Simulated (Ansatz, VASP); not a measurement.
# MgO: VASP beside Ansatz

Aim: how closely do two programs agree when they are given the same cell, functional and k mesh? The cell is taken from a series of VASP runs on this material, whose earlier steps may have relaxed, scaled or displaced it; both programs get it as it stands.

Main program and level: Ansatz 0.2.0; plane waves, with VASP 6.6.1 beside it; zone-centre phonons at PBE and zone-centre phonons at r2SCAN.

## Step 1: The structure

The structure is cubic, space group Fm-3m (No. 225). The conventional cell has a = 4.247 Å, b = 4.247 Å, c = 4.247 Å, α = 90.00°, β = 90.00°, γ = 90.00°. Nearest to Mg lie 6 O at 2.12 Å. Nearest to O lie 6 Mg at 2.12 Å. Farther neighbours and most contacts between anions are not listed.

## Step 2: Ansatz: zone-centre phonons, PBE

Ansatz runs on its default PAW (the set named soft_2) files.

Second derivatives magnify differences that forces hide, and they need a tight electronic threshold.

input.yaml reads:

```yaml
crystal:
  lattice:
    - [0.0, 2.1233907187, 2.1233907187]
    - [2.1233907187, 0.0, 2.1233907187]
    - [2.1233907187, 2.1233907187, 0.0]
  atoms:
    - { symbol: Mg, position: [0.0, 0.0, 0.0] }
    - { symbol: O, position: [0.5, 0.5, 0.5] }
hamiltonian:
  xc: pbe
  pseudopotentials: { kind: paw }
kpoints:
  mp_grid: { grid: [8, 8, 8] }
scf:
  occupations: { method: fixed }
phonons:
  method: dfpt
  qpoints: [[0, 0, 0]]
  dielectric: true
  rigid_motions: translations
```

Command:

```console
$ ansatz run input.yaml --threads 4 --pin off --max-ram 9216MiB --backend cpu --events-out ev --progress --plain --runs-dir out
```

Numbers of over 12 decimals in the logs are rounded to 6 here.

The log of the run:

```text
Engine: ansatz 0.2.0, aarch64-unknown-linux-gnu
Pseudopotentials: kind: paw
Pseudopotential: Mg, paw, valence charge 10, recommended cutoff 420 eV (normal), Mg.paw.azcp
Pseudopotential: O, paw, valence charge 6, recommended cutoff 420 eV (normal), O.paw.azcp
Functional definition: PBE
  parameter kappa = 0.804
  parameter beta = 0.066725
  exchange = pbe_x(kappa = kappa, mu = beta*pi^2/3)
  correlation = pbe_c(beta = beta)
Crystal: 2 atoms, lattice volume = 19.148 Å³
Basis set: ecut = 420 eV, 339 PW (Γ), exchange–correlation on 48×48×48 points (8 copies of the dense FFT grid, shifted against one another)
Bands: 12, of which v1, the nominal top of the filled ones, is band 8 counted from 1 (7 counted from 0)
Symmetry: 48 space group operations
k-points: 59 of 512 (irreducible under 8 space group operations, time reversal used)
Non-local potential: Mg, projectors of the file, l = 0: 3, l = 1: 2, l = 2: 1
Non-local potential: O, projectors of the file, l = 0: 2, l = 1: 2, l = 2: 1
PAW form: soft (Blöchl's): semilocal exchange-correlation on the pseudo side does not see the compensation charge
PAW one-centre angular grid: Mg, 110 points (default); XC on 64 Gauss nodes
PAW one-centre angular grid: O, 110 points (default); XC on 64 Gauss nodes
Initial density: superposition of atomic densities (neutral atoms: chi_scale 0, normalization atom), corrected by the library's trained network
Initial wavefunctions: pseudopotential atomic-orbital guess
Functional: x = pbe(κ = 0.804, μ = 0.219515), c = pbe(β = 0.066725)
SCF iter   1: F=—  HF=-2494.138658 eV  |F-HF|=—  |Δ(HF+E_count)|=         —  Δρ=5.66e-4  dr2=1.44e-5  ethr=1.77e-3  ⟨swp⟩=4.7  Hψ=3692  notcnv=0  defer=97
preconditioner: auto → none  [insulator: Δε(μ)=4.508 eV  Ē_g=18.261 eV  n_scr=8 (ndim 8)  ℏωp=24.0 eV  f_vac=0.000  ε∞_Penn≈2.7]
SCF iter   2: F=—  HF=-2494.138636 eV  |F-HF|=—  |Δ(HF+E_count)|=   2.17e-5  Δρ=3.86e-4  dr2=1.36e-5  ethr=9.02e-8  ⟨swp⟩=2.5  Hψ=1802  notcnv=0  defer=116
SCF iter   3: F=—  HF=-2494.138651 eV  |F-HF|=—  |Δ(HF+E_count)|=   1.50e-5  Δρ=1.96e-4  dr2=1.01e-6  ethr=8.49e-8  ⟨swp⟩=2.0  Hψ=854  notcnv=0  defer=81
SCF iter   4: F=—  HF=-2494.138672 eV  |F-HF|=—  |Δ(HF+E_count)|=   2.13e-5  Δρ=5.44e-5  dr2=2.97e-7  ethr=6.31e-9  ⟨swp⟩=2.1  Hψ=1078  notcnv=0  defer=23
SCF iter   5: F=—  HF=-2494.138673 eV  |F-HF|=—  |Δ(HF+E_count)|=   3.30e-7  Δρ=2.07e-5  dr2=5.23e-8  ethr=1.85e-9  ⟨swp⟩=2.3  Hψ=933  notcnv=0  defer=27
SCF iter   6: F=-2494.138673 eV  HF=-2494.138673 eV  |F-HF|=5.50e-11  |Δ(HF+E_count)|=   1.09e-8  Δρ=5.19e-7  dr2=1.03e-11  ethr=1.00e-12  ⟨swp⟩=7.6  Hψ=4682  notcnv=0
SCF 1 converged in 6 iterations: F = -2494.138673 eV  dr2 = 1.03e-11
  greatest PAW one-centre occupation: 1.000 electrons in one spin orbital (limit 2), on the Mg atom at site 0 (counted from 0), in its partial waves of l = 0
DFPT response loops at Γ: preconditioner auto → none (the input reference at scf.mixing.eps_inf says where Resta's filter doesn't serve); β = 0.50; Broyden in place of MSR1
── the response to a field inside a basis, on 8×8×8 k-points: an SCF that follows is theirs, and a resumed run solves both again ──
Bands: 9, of which v1, the nominal top of the filled ones, is band 8 counted from 1 (7 counted from 0)
k-points: 60 of 512 (irreducible under 12 space group operations)
Initial density: handed on by an earlier stage of this run
Initial wavefunctions: pseudopotential atomic-orbital guess (no wavefunctions were taken with the density)
Eigensolver: Dense (60 Hₖ)
SCF iter   1: F=—  HF=-2494.141661 eV  |F-HF|=—  |Δ(HF+E_count)|=         —  Δρ=7.36e-4  dr2=1.51e-5  ethr=1.00e-1
preconditioner: auto → none  [insulator: Δε(μ)=4.805 eV  Ē_g=14.384 eV  n_scr=8 (ndim 8)  ℏωp=24.0 eV  f_vac=0.000  ε∞_Penn≈3.8]
SCF iter   2: F=—  HF=-2494.141674 eV  |F-HF|=—  |Δ(HF+E_count)|=   1.29e-5  Δρ=3.40e-4  dr2=5.53e-6  ethr=9.44e-8
SCF iter   3: F=—  HF=-2494.141679 eV  |F-HF|=—  |Δ(HF+E_count)|=   4.33e-6  Δρ=1.62e-4  dr2=9.67e-7  ethr=3.46e-8
SCF iter   4: F=-2494.141680 eV  HF=-2494.141680 eV  |F-HF|=1.04e-8  |Δ(HF+E_count)|=   9.44e-7  Δρ=1.10e-5  dr2=5.46e-9  ethr=6.04e-9
SCF 1 converged in 4 iterations: F = -2494.141680 eV  dr2 = 5.46e-9
DFPT response loops at Γ: mixed as the last ones told, above
SCF converged after 6 iterations
Free energy (F): -2494.138673 eV
Harris-Foulkes:  -2494.138673 eV  (|F-HF|=5.50e-11)
Internal energy: -2494.138673 eV  (E = F + TS)
E sigma→0 (E₀):  -2494.138673 eV
Fermi energy:    7.833486 eV
--- Per-component energies (eV) ---
  E_band       = -297.643018
  E_kinetic    = 255.144385
  E_local      = -1617.890742  (includes V_loc(G=0)·N_el)
  E_nonlocal   = 142.764250
  E_hartree    = 559.868962
  E_xc         = -105.067718
  E_vxc        = -134.627595  (∫ρ·V_xc dr)
  E_paw        = -450.134767  (= ΣΔE_a)
  E_vpaw       = -62.773674  (= ΣTr[D̂ρ^β])
  E_aug_tail   = 0.002469  (compensation charges beyond the density's cutoff)
  E_ewald      = -1278.825512
  E_smearing   = -0.000000  (= −TS)
  E_closure    = -0.000000  (closes the sum)
  Σ components = -2494.138673   (vs F -2494.138673, Δ=0.00e0)
--- Band table (eV; the first three rows and the last of 59) ---
  k-point 0: bands = [... 4 lower, -9.2959, 7.8335, 7.8335, 7.8335, 12.3407, 23.5125, 23.5125, 23.5125]
  k-point 1: bands = [... 4 lower, -9.1349, 6.8901, 7.7346, 7.7346, 13.2562, 21.8356, 23.8550, 23.8550]
  k-point 2: bands = [... 4 lower, -8.7185, 5.2269, 7.5080, 7.5080, 14.7137, 20.2627, 24.3045, 24.3045]
  k-point 58: bands = [... 4 lower, -7.7686, 4.9764, 4.9764, 6.1125, 19.3268, 19.3268, 19.7190, 23.0496]
--- Phonons (Γ-DFPT): 2 representative perturbations + reference, on 59 of 512 k-points (Σ response iterations 7) ---
  k mesh reduced under 8 symmetry operations, with k and −k counted as one. Each operation leaves every solved perturbation unchanged. A smaller set is not considered because the run solves the response to a homogeneous field
  ASR residual: 3.405e-4 → 0.000e0 eV/Å²; symmetrization residual: 1.820e-6 eV/Å²
  ASR residual per site (eV/Å²): 6.48e-5 3.41e-4
  Γ frequencies (cm⁻¹): 0.00 0.00 0.00 369.29 369.29 369.29
  ε∞ (high-frequency dielectric tensor):
        3.234839     0.000000    -0.000000
        0.000000     3.234839     0.000000
       -0.000000     0.000000     3.234839
  ε⁰ (static dielectric tensor: ions relaxed, cell fixed):
       11.017182     0.000000     0.000000
        0.000000    11.017182     0.000000
        0.000000     0.000000    11.017182
  ε⁰ − ε∞ (ionic part):
        7.782343     0.000000     0.000000
        0.000000     7.782343     0.000000
        0.000000     0.000000     7.782343
  softest optical mode at Γ: 369.29 cm⁻¹; the repairs (sum rule, projections) moved no ω² at Γ by more than (2.44 cm⁻¹)²
  Born effective charges Z* (e; rows j = field, columns β = displacement):
    site 0:
         1.99613    0.00000    0.00000
        -0.00000    1.99613   -0.00000
        -0.00000    0.00000    1.99613
    site 1:
        -1.99613   -0.00000   -0.00000
         0.00000   -1.99613    0.00000
         0.00000   -0.00000   -1.99613
  Z* charge neutrality: 4.562e-4 e pre-enforcement
  solved inside a basis spanned on kpoints, on 8×8×8 k-points, its susceptibility summed on 12×12×12: ε∞ is read to err by 7.2e-3, Z* by 1.1e-2 e (field_mesh: kpoints solves on kpoints); Z* is corrected for what the basis lacks
  optical modes at Γ without the LO–TO term, one row a degenerate level:
      ω (cm⁻¹)  modes    IR ((D/Å)²/amu)
        369.29      3            28.5839
  optical modes at Γ + LO–TO along q̂ = [1.0000, 0.0000, 0.0000]:
      ω (cm⁻¹)  modes    IR ((D/Å)²/amu)
        369.29      2            19.0560
        681.51      1             9.5280
  optical modes at Γ + LO–TO along q̂ = [0.0000, 1.0000, 0.0000]:
      ω (cm⁻¹)  modes    IR ((D/Å)²/amu)
        369.29      2            19.0560
        681.51      1             9.5280
  optical modes at Γ + LO–TO along q̂ = [0.0000, 0.0000, 1.0000]:
      ω (cm⁻¹)  modes    IR ((D/Å)²/amu)
        369.29      2            19.0560
        681.51      1             9.5280
--- Phonons (arbitrary-q DFPT): 1 explicit q-point ---
  q = [0, 0, 0] (of the zone-centre solve; hermiticity 7.52e-7, symmetrization 1.13e-13): -0.00 -0.00 -0.00 369.29 369.29 369.29
  sum rule: each row above includes the acoustic sum rule's correction from the zone centre's row sums; it moved no ω² by more than (2.41 cm⁻¹)²
```

Run time: 5.1 s. Hardware: 4 threads of Arm Neoverse V2, shared host; peak memory 0.37 GiB; 18 s of CPU time.

The column dr2 measures how far the density is from self-consistency, as an energy; F and HF (Harris–Foulkes) agree once it is small.

(Continued in part 2 of 3.)

[Lines on the potential files, build, host, timing and source positions are cut from VASP's logs without a mark.]

[Logs are printed without paths, hosts, clocks, repeated set-up lines and the standing remarks that a program may print on its own settings, such as how far it seeks lower states.]

[Hosts, paths, dates, database ids (printed as entryN), source tags and the programs' standing remarks are cut or masked in the printed files.]
